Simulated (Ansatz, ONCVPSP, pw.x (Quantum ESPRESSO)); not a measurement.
What a changed setting does to a pw.x run (bcc Rh)

Potential: optimised norm-conserving Vanderbilt (ONCV), ONCVPSP 4.0.1.1 (patched build), PBE; core [Ar] 3d10, reference 4s2 4p6 4d7 5s2; waves: 4s+5s: rc 1.85 bohr, ncon 4, nbas 9, qcut 5.2 1/bohr, 2 projectors; 4p: rc 1.45 bohr, ncon 3, nbas 6, qcut 7.5 1/bohr, 1 projector; 4d: rc 2.20 bohr, ncon 4, nbas 9, qcut 8.2 1/bohr, 2 projectors, debl 3.2 Ha; local part: polynomial inside 1.30 bohr (lpopt 5, dvloc0 2 Ha); core correction: Teter function, fcfact 2.75, rcfact 1.1.

The reference run (k-mesh 15³, cutoffs 60/240 Ry, Fermi–Dirac 0.01 Ry, mixing_beta 0.4, conv_thr 1e-9, no spin) gives 0.43 GPa at 14.536 Å³/atom, where all-electron LAPW gives -0.18 GPa. This run, with its own iteration cap, changes mixing_beta to 0.7.

```
&control
  calculation='scf', prefix='x', pseudo_dir='./', outdir='./tmp', tstress=.true., disk_io='none'
/
&system
  ibrav=0, nat=1, ntyp=1, ecutwfc=60, ecutrho=240, nbnd=17,
  occupations='smearing', smearing='fd', degauss=0.01
/
&electrons
  conv_thr=1e-09, mixing_beta=0.7, electron_maxstep=50
/
ATOMIC_SPECIES
Rh 1.0 Rh.UPF
CELL_PARAMETERS angstrom
  -1.53742867 1.53742867 1.53742867
  1.53742867 -1.53742867 1.53742867
  1.53742867 1.53742867 -1.53742867
ATOMIC_POSITIONS crystal
Rh 0.0000 0.0000 0.0000
K_POINTS automatic
15 15 15 0 0 0
```

```bash
pw.x < Rh.scf.in > Rh.scf.out
```

Task: How does the run end?

Result: It converges in 6 iterations; the free energy moves by +0.0 meV/atom and the pressure by +0.01 GPa. The result is that of the reference run.

```
Message from routine setup:
     using ibrav=0 with symmetry is DISCOURAGED, use correct ibrav instead
     lattice parameter (alat)  =       5.0322  a.u.
     unit-cell volume          =      98.0938 (a.u.)^3
     number of electrons       =        17.00
     number of Kohn-Sham states=           17
     kinetic-energy cutoff     =      60.0000  Ry
     charge density cutoff     =     240.0000  Ry
     scf convergence threshold =      1.0E-09
     Exchange-correlation= PBE
     number of k points=   120  Fermi-Dirac smearing, width (Ry)=  0.0100
     iteration #  1     ecut=    60.00 Ry     beta= 0.70
     total energy              =    -224.66670385 Ry
     estimated scf accuracy    <       0.00180883 Ry
     iteration #  2     ecut=    60.00 Ry     beta= 0.70
     total energy              =    -224.66678966 Ry
     estimated scf accuracy    <       0.00018336 Ry
     iteration #  3     ecut=    60.00 Ry     beta= 0.70
     total energy              =    -224.66682624 Ry
     estimated scf accuracy    <       0.00007797 Ry
     iteration #  4     ecut=    60.00 Ry     beta= 0.70
     total energy              =    -224.66684084 Ry
     estimated scf accuracy    <       0.00000027 Ry
     iteration #  5     ecut=    60.00 Ry     beta= 0.70
     total energy              =    -224.66684095 Ry
     estimated scf accuracy    <       0.00000001 Ry
     iteration #  6     ecut=    60.00 Ry     beta= 0.70
     the Fermi energy is    20.9133 ev
!    total energy              =    -224.66684095 Ry
     estimated scf accuracy    <          9.8E-11 Ry
     smearing contrib. (-TS)   =      -0.00977286 Ry
     The total energy is F=E-TS. E is the sum of the following terms:
     one-electron contribution =     -57.54739605 Ry
     hartree contribution      =      40.04887803 Ry
     xc contribution           =     -26.15632229 Ry
     ewald contribution        =    -181.00222778 Ry
     convergence has been achieved in   6 iterations
          total   stress  (Ry/bohr**3)                   (kbar)     P=        4.48
     Message from routine punch:
     Nothing written, as per user request (disk_io='none')
```

The run took about 10 s on one core of a shared host (Neoverse-V2, 48 threads, 185 GiB, load 14).
